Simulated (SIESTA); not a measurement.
MnS under changes of volume

One of the cells (17.577 Å³/atom); the others are scaled copies at fixed shape and fractional positions:

```
Mn S
1.0
     1.84212    1.06355    2.99060
    -1.84212    1.06355    2.99060
     0.00000   -2.12709    2.99060
Mn S
1 1
Direct
  0.00000 0.00000 0.00000
  0.50000 0.50000 0.50000
```

The cell is a database's computed one.

* Program: SIESTA 5.4.2
* Functional: PBE
* Potentials or basis: PseudoDojo 0.4 standard (PBE files)
* Basis: DZP (energy shift 0.002 Ry)
* Grid cutoff: 800 Ry
* Energy shift: 0.002 Ry
* k mesh: 9 × 9 × 9
* Occupations: fermi-dirac, width 0.05 eV
* Spin: collinear spin, ferromagnetic start
* Starting moments: [4.0, 0.0] μB

```tsv
volume (Å³/atom)	energy over the lowest point (meV/atom)	pressure (GPa)	moment (μB per cell)
16.199	11.43	3.8	4.54
16.543	4.50	2.6	4.62
16.888	0.09	1.3	4.67
17.577	0.00	-1.2	4.77
17.922	3.53	-2.2	4.81
18.267	?	?	?
```

Task: What does the run at 18.267 Å³/atom give?

Result: Energy over the lowest point 9.34 meV/atom; pressure -3.3 GPa; moment 4.84 μB per cell.

Worked out: A Birch-Murnaghan fit of order 3 (a polynomial in V^(-2/3)) to the other rows has its minimum at 17.25 Å³/atom with B0 = V·E''(V) = 60 GPa (rough, since the energies scatter) at fixed shape and positions, which overstates the stiffness. It gives 9.49 meV/atom at 18.267 Å³/atom, against the run's 9.34, and -dE/dV = -3.3 GPa, against -3.3. A parabola through the other rows of the moment, of slope 0.0713 μB per Å³/atom there, extrapolates to 4.84 μB, against the run's 4.84.

Energies are extrapolated to zero smearing.

Caveats: semicore shells carry a single zeta, which can move pressures by several GPa and volumes by a few percent; the basis of atomic orbitals isn't converged, which shifts pressures, moduli and gaps; a cell with one magnetic atom can't hold antiferromagnetic order, which such compounds often take.
